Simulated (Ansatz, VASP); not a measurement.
**Two plane-wave programs on PbSe (Clausthalite)**

INCAR

```
  PREC = Accurate
  ENCUT = 520
  EDIFF = 1E-7
  ISMEAR = 0
  SIGMA = 0.03
  LREAL = False
  LASPH = True
  NELM = 100
  ALGO = Normal
  ISIF = 2
  LWAVE = False
  LCHARG = False
  GGA = PE
```

Contents of KPOINTS:

```
regular mesh
0
Gamma
  8 8 8
```

POSCAR

```
PbSe
1.0
    0.0000000000      3.0606500000      3.0606500000
    3.0606500000      0.0000000000      3.0606500000
    3.0606500000      3.0606500000      0.0000000000
Pb Se
1 1
Direct
    0.0000000000      0.0000000000      0.0000000000
    0.5000000000      0.5000000000      0.5000000000
```

Contents of input.yaml:

```yaml
crystal:
  lattice:
    - [0.0, 3.06065, 3.06065]
    - [3.06065, 0.0, 3.06065]
    - [3.06065, 3.06065, 0.0]
  atoms:
    - { symbol: Pb, position: [0.0, 0.0, 0.0] }
    - { symbol: Se, position: [0.5, 0.5, 0.5] }
hamiltonian:
  xc: pbe
  pseudopotentials: { kind: paw }
kpoints:
  mp_grid: { grid: [8, 8, 8] }
scf:
  occupations: { method: gaussian, width: 0.03 }
output:
  forces: true
  stress: true
  eigenvalues: true
  write_density: true
  write_potential: true
  elf: true
  volumetric_format: npy
```

Alike in both runs: task single point; functional PBE; k mesh 8 × 8 × 8; occupations gaussian, width 0.03 eV; no spin polarisation.

|  | VASP | Ansatz |
| --- | --- | --- |
| version | VASP 6.6.1 | Ansatz 0.2.0 |
| potentials or method | VASP PAW PBE potentials, release 64 (Pb_d, Se) | Ansatz PAW |
| plane-wave cutoff (eV) | 520 | 420 |
| valence electrons in the cell | 20 | 30 |

```tsv
	VASP	Ansatz	Ansatz less VASP
gap on the k mesh at the Fermi level (eV)	0.29	0.29	-0.005
least direct gap on the mesh (eV)	0.29	0.29	-0.005
pressure (GPa)	2.4	2.4	+0.02
```

The functional is the same, so the differences come from potentials, cutoffs and numerics. The two sets of potentials don't hold the same shells in valence.

Caveats: spin-orbit coupling is left out, which as a rule narrows the gap of such compounds by several tenths of an eV. A k mesh can miss the band edges.
